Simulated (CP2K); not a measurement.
The system is HfO2.

```
Hf O
1.0
     3.61685    0.00000    0.00000
     1.80843    3.13229    0.00000
     1.80843    1.04410    2.95315
Hf O
1 2
Direct
  0.00000 0.00000 0.00000
  0.75000 0.75000 0.75000
  0.25000 0.25000 0.25000
```

Measurements of this composition are mostly on another form, of space group No. 14.

Base run:

- Program: CP2K 2026.2
- Functional: PW91
- Potentials or basis: POTENTIAL_UZH Hf GTH-PBE-q12, O GTH-PBE-q6; TZVP-MOLOPT-PBE-GTH basis
- Density cutoff: 11565 eV
- k mesh: 9 × 9 × 9
- Occupations: fermi-dirac, width 0.05 eV
- Spin: no spin polarisation

Its results: band gap on the k mesh 3.99 eV, indirect (least direct gap 4.10 eV); pressure -8.3 GPa.

**Question.** The run is repeated on the same cell with these changes: functional from PW91 to BEEF-vdW. What comes out?

**Answer.** Band gap on the k mesh 4.13 eV, indirect (least direct gap 4.22 eV); pressure -6.7 GPa.

Caveats: the potentials were made for another functional, which shifts forces and pressure; spin-orbit coupling is left out, which moves the levels of the heavy elements; the mesh misses the band edges, which the band path finds closer together; the basis of atomic orbitals isn't converged, which shifts pressures, moduli and gaps.
